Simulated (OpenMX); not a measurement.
Write an ASE script for OpenMX 3.8.5 that does the following.

| Property | Result |
| --- | --- |
| Task | single point |
| Functional | PBE |
| Dispersion | D3 |
| Potentials or basis | OpenMX 2013 PBE set, Si7.0-s2p2d1, C6.0-s2p2d1, grid cutoff 300 Ry |
| k mesh | 7 × 7 × 5 |
| Occupations | fermi-dirac, width 0.05 eV |
| Spin | no spin polarisation |
| Mixing scheme | rmm-diisk |
| SCF threshold | 1e-08 Ha |
| Solver | band |
| Max SCF cycles | 100 |

The structure of SiC (Moissanite) lies in SiC.xyz:

```xyz
4
Lattice="3.0760000000 0.0000000000 0.0000000000 -1.5380000000 2.6638941420 0.0000000000 0.0000000000 0.0000000000 5.0480000000" Properties=species:S:1:pos:R:3 pbc="T T T"
Si     1.5380000002      0.8879647139      2.5240000000
Si    -0.0000000002      1.7759294281      0.0000000000
C      1.5380000002      0.8879647139      4.4674800000
C     -0.0000000002      1.7759294281      1.9434800000
```

One way to write it, as run:

run.py

```python
from ase.io import read
from ase.calculators.openmx import OpenMX
from ase.calculators.mixing import SumCalculator
from dftd3.ase import DFTD3

atoms = read('SiC.xyz')

def calculator():
    omx = OpenMX(
        label='SiC',
        command='openmx',
        nohup=True,
        xc='GGA-PBE',
        kpts=(7, 7, 5),
        system_currentdirectory='./',
        data_path='./DFT_DATA13',
        level_of_fileout=0,
        definition_of_atomic_species=[['Si', 'Si7.0-s2p2d1', 'Si_PBE13'], ['C', 'C6.0-s2p2d1', 'C_PBE13']],
        atoms_speciesandcoordinates_unit='Ang',
        atoms_speciesandcoordinates=[['1', 'Si', '0', '0', '0', 2.0, 2.0], ['2', 'Si', '0', '0', '0', 2.0, 2.0], ['3', 'C', '0', '0', '0', 2.0, 2.0], ['4', 'C', '0', '0', '0', 2.0, 2.0]],
        scf_spinpolarization='off',
        scf_electronictemperature=580.226,
        scf_energycutoff=300.0,
        scf_maxiter=100,
        scf_eigenvaluesolver='band',
        scf_mixing_type='rmm-diisk',
        scf_init_mixing_weight=0.05,
        scf_min_mixing_weight=0.001,
        scf_max_mixing_weight=0.3,
        scf_mixing_history=25,
        scf_mixing_startpulay=8,
        scf_criterion=1e-08,
    )
    return SumCalculator([omx, DFTD3(method='pbe', damping='d3zero')])

atoms.calc = calculator()
print('stress_eV_A3', atoms.get_stress().round(8).tolist())
print('forces_eV_A', atoms.get_forces().round(6).tolist())
print('energy_eV', round(atoms.get_potential_energy(), 6))
print('dispersion_eV', round(atoms.calc.mixer.calcs[1].get_potential_energy(atoms), 6))
```

Potentials or basis: OpenMX 2013 PBE set, Si7.0-s2p2d1, C6.0-s2p2d1, grid cutoff 300 Ry.

Command:

```sh
$ python run.py > run.log
```

It gave:

The pressure is 3.3 GPa and the largest force is 0.803 eV/Å. The band gap on the k mesh is 2.83 eV, indirect (least direct gap 4.28 eV), the mulliken charges are Si +0.40; C -0.40 e and the dispersion energy per atom is -0.145 eV.

Caveat: Mulliken charges move with the basis; an odd mesh through Γ misses points on the zone boundary, where band edges often lie; the basis of atomic orbitals isn't converged, which shifts pressures, moduli and gaps.

Run time: 92 s on 1 thread of Arm Neoverse V2 (shared host), peak memory 0.56 GiB.
